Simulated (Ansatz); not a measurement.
An element in the fcc structure gives these cold pressures by all-electron LAPW under PBE (Ansatz 0.2.0, scalar-relativistic, no spin polarisation).

```json
{"V (Å³/atom)": "14.35", "P (GPa)": "-0.03"}
{"V (Å³/atom)": "13.20", "P (GPa)": "39.4"}
{"V (Å³/atom)": "12.05", "P (GPa)": "102.0"}
{"V (Å³/atom)": "10.90", "P (GPa)": "201.8"}
{"V (Å³/atom)": "9.76", "P (GPa)": "363.0"}
{"V (Å³/atom)": "8.61", "P (GPa)": "630.5"}
{"V (Å³/atom)": "7.46", "P (GPa)": "1093"}
{"V (Å³/atom)": "6.46", "P (GPa)": "1806"}
```

Which element is it?

Os. Its zero-pressure volume in this structure is near 14.3 Å³/atom; the volume and the steepness of P(V) together point to it, though neighbours can come close. Other candidates weren't computed, and some may come near.
